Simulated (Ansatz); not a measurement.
The calculation used DFT PBE, scalar-relativistic, plane waves, PAW in Ansatz. Settings: cutoff 420 eV, Γ-centred meshes spaced at most about 0.3 Å⁻¹, and about 0.25 Å⁻¹ or finer for metals (2π included), Gaussian smearing. No spin polarisation.

Temperature and zero-point effects are left out.

Two forms of Sn₅Ge were relaxed alike.

A.

```xyz
6
Lattice="3.4676 0.0000 0.0000 0.0000 3.4676 0.0000 0.0000 0.0000 13.1886" Properties=species:S:1:pos:R:3 pbc="T T T"
Sn    0.0000    0.0000    0.0000
Sn    1.7338    1.7338    2.3212
Sn    0.0000    0.0000    4.6918
Sn    0.0000    0.0000    8.4967
Sn    1.7338    1.7338   10.8673
Ge    1.7338    1.7338    6.5943
```

B.

```xyz
6
Lattice="2.3946 -7.0419 0.0000 2.3946 7.0419 0.0000 0.0000 0.0000 4.7311" Properties=species:S:1:pos:R:3 pbc="T T T"
Sn    2.3946   -2.2590    0.0000
Sn    2.3946    4.7636    2.3655
Sn    2.3946    2.2590    0.0000
Sn    2.3946    0.0000    2.3655
Sn    2.3946   -4.7636    2.3655
Ge    0.0000    0.0000    0.0000
```

Problem. Which arrangement of the elements on these sites is preferred, and by what margin?

Solution. A is lower, by 12 meV/atom. The two share one framework of sites and differ in which element sits where. A has Sn and Ge ordered on fcc sites, space group P4/mmm (No. 123), 26.4 Å³/atom and no gap on its mesh; B has Sn and Ge ordered on fcc sites, space group Cmmm (No. 65), 26.6 Å³/atom and no gap. Counting Sn atoms around Ge (those within 1.25 times the shortest such distance or 1.15 times the sum of covalent radii, 1.27 where that leaves under three; the shortest distance is added where it exceeds 1.18 times the sum of covalent radii), A has Ge 8 from 3.1 Å and B has Ge 12 from 3.3 Å. Even the lower one lies +0.10 eV/atom against the reference forms of the elements (uncorrected), so neither is stable at this level. In A, Sn on a site of symmetry 4/mmm has 12 Sn at 3.38–3.47 Å; around Sn on a site of symmetry 4mm lie 12 Sn at 3.38–3.47 Å; around Ge lie 8 Sn at 3.10 Å and 4 Ge at 3.47 Å; 1 more site not described. In B, around Sn on a site of symmetry m2m lie 10 Sn at 3.27–3.48 Å and 2 Ge at 3.29 Å; around Sn on a second site of symmetry m2m lie 2 Ge at 3.28 Å and 10 Sn at 3.31–3.45 Å; around Ge lie 12 Sn at 3.28–3.37 Å; 1 more site not described. Both come from invented guesses.

The k mesh leaves some 4 meV/atom of noise in the energy of each metallic cell. Cells relaxed within their symmetry can be saddle points.
